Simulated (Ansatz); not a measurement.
# An elastic constant from a strain scan in LiCl

All numbers below come from Ansatz, DFT PBE, scalar-relativistic, plane waves, PAW. The runs took a 420 eV cutoff, a Γ-centred 8×8×8 mesh and Gaussian smearing (0.05 eV). No spin polarisation. Energies are free energies at this smearing, counted from the undisturbed cell; pressure is positive in compression.

The starting cell (as given, not relaxed at this level; it stands at 0.4 GPa):

```
Li Cl
1.0
     0.00000    2.56476    2.56476
     2.56476    0.00000    2.56476
     2.56476    2.56476    0.00000
Li Cl
1 1
Cartesian
  0.0000 0.0000 0.0000
  2.5648 2.5648 2.5648
```

The cell is strained by ε times the Voigt pattern (0, 0, 1, 0, 0, 0) (xx, yy, zz, yz, xz, xy; engineering shear) with fractional coordinates fixed. The cell holds 2 atoms in V0 = 33.74 Å³. The stress column is τ = (1/V0) dE/dε, got from the stress tensor σ (compression positive) at each point as −det(1 + εP) σ : P(1 + εP)⁻¹, with P the pattern as a tensor.

| ε | ΔE (meV/atom) | τ (GPa) |
| --- | --- | --- |
| -0.0600 | 16.092 | -5.272 |
| -0.0450 | 9.031 | -3.713 |
| -0.0300 | 4.231 | -2.404 |
| -0.0150 | 1.325 | -1.309 |
| 0.0000 | 0.000 | -0.398 |
| 0.0150 | -0.015 | 0.354 |
| 0.0300 | 1.046 | 0.969 |
| 0.0450 | 2.985 | 1.468 |
| 0.0525 | 4.229 | 1.679 |
| 0.0600 | ? | ? |

Q: Which combination of elastic constants does this scan measure, and how large is it?

A: For small ε, τ = τ0 + Kε with K = pᵀCp, which for this pattern is C11 in the cubic axes. The parabola through τ at ε = -0.0150, 0 and 0.0150 has slope K = 55 GPa at zero. The energies per cell, E = NΔE, of the wider pair ε = ±0.0300 give K = 2[E(ε₊)/ε₊ − E(ε₋)/ε₋]/[(ε₊ − ε₋)V0] = 56 GPa, in agreement.

Q: Predict the withheld row at ε = 0.0600 from the harmonic law, and compare.

A: ΔE = V0(τ0 ε + Kε²/2)/N = 7.989 meV/atom and τ = 2.93 GPa. The calculation gives 5.631 meV/atom and 1.87 GPa: the energy lies 30 % below the harmonic value, as bonds soften when stretched.